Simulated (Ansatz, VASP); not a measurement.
## Se: VASP beside Ansatz

INCAR

```
SYSTEM = Se
PREC = Accurate ; ENCUT = 520
EDIFF = 1E-6 ; ISMEAR = 0
SIGMA = 0.1 ; LREAL = .FALSE.
LASPH = .TRUE. ; NELM = 100
ALGO = Normal ; ISIF = 2
LWAVE = .FALSE. ; LCHARG = .FALSE.
GGA = PE ; NBANDS = 13
```

The input KPOINTS:

```
Automatic mesh
0
G
  6 6 6
  0 0 0
```

POSCAR

```
Se
1.0
    0.0000000000      3.1255665700      3.1255665700
    3.1255665700      0.0000000000      3.1255665700
    3.1255665700      3.1255665700      0.0000000000
Se
2
Direct
    0.5000000000      0.5000000000      0.5000000000
    0.7500000000      0.7500000000      0.7500000000
```

Input for Ansatz:

```yaml
crystal:
  lattice:
    - [0.0, 3.12556657, 3.12556657]
    - [3.12556657, 0.0, 3.12556657]
    - [3.12556657, 3.12556657, 0.0]
  atoms:
    - { symbol: Se, position: [0.5, 0.5, 0.5] }
    - { symbol: Se, position: [0.75, 0.75, 0.75] }
basis:
  ecutwfc: 420
kpoints:
  mp_grid: { grid: [6, 6, 6] }
hamiltonian:
  xc: pbe
scf:
  occupations: { method: gaussian, width: 0.1 }
output:
  forces: true
  stress: true
  eigenvalues: true
```

This isn't the form of Se at room conditions, which is trigonal, of chains.

Alike in both runs: task single point; functional PBE; k mesh 6 × 6 × 6; occupations gaussian, width 0.1 eV; no spin polarisation.

```csv
,VASP,Ansatz
version,VASP 6.6.1,Ansatz 0.2.0
potentials or method,"VASP PAW PBE potentials, release 64 (Se)","scalar-relativistic, plane waves, PAW"
plane-wave cutoff (eV),520,420
valence electrons in the cell,12,32
```

```tsv
	VASP	Ansatz	Ansatz less VASP
gap on the k mesh at the Fermi level (eV)	none	none	-
pressure (GPa)	1.6	1.6	-0.03
```

A gap of «none» marks a metal or a gap that the smearing closes. The functional is the same, so the differences come from potentials, cutoffs and numerics. The two sets of potentials don't hold the same shells in valence.
